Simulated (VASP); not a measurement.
Set up this calculation in VASP 6.6.1, as the native input.

```
Task                   : single point
Functional             : PBEsol
Potentials or basis    : VASP PAW PBE potentials, release 64 (W_sv, C)
Cutoff                 : 520 eV
k mesh                 : 6 × 6 × 6
Occupations            : gaussian, width 0.1 eV
Spin                   : no spin polarisation
Dipole correction      : no
Further INCAR settings : ALGO = Fast; EDIFF = 1e-07; NBANDS = 16
```

The structure of WC lies in POSCAR:

```
WC
1.0
    2.9165944337      0.0000000000      0.0000000000
   -1.4582972168      2.5258448721      0.0000000000
    0.0000000000      0.0000000000      2.8394357900
W C
1 1
Direct
    0.0000000000      0.0000000000      0.0000000000
    0.6666666700      0.3333333300      0.5000000000
```

The cell is a database's computed one.

These files were run (other wordings do the same):

INCAR

```
PREC = Accurate
ENCUT = 520
EDIFF = 1E-7
ISMEAR = 0
SIGMA = 0.1
LREAL = False
LASPH = True
NELM = 100
ALGO = Fast
ISIF = 2
LWAVE = False
LCHARG = True
GGA = PS
LELF = True
LVHAR = True
NBANDS = 16
```

KPOINTS

```
Automatic mesh
0
Gamma
  6 6 6
```

Potentials or basis: VASP PAW PBE potentials, release 64 (W_sv, C).

Launch:

```console
$ cat potpaw_PBE.64/W_sv/POTCAR potpaw_PBE.64/C/POTCAR > POTCAR
$ mpirun -np 1 vasp_std > vasp.out
```

Results of the run:

```json
{
  "Pressure": "-5.2 GPa",
  "Band gap on the k mesh": "none (metal or under the smearing width)"
}
```

Caveat: the k mesh is coarse (spacing up to 0.41 Å⁻¹), so the values aren't converged; the PAW data sets were made with another functional, which shifts forces and pressure a little.

It took 4.9 s on 1 thread of Intel(R) Xeon(R) 6975P-C (Granite Rapids), with other jobs on the host, peak memory 0.14 GiB.
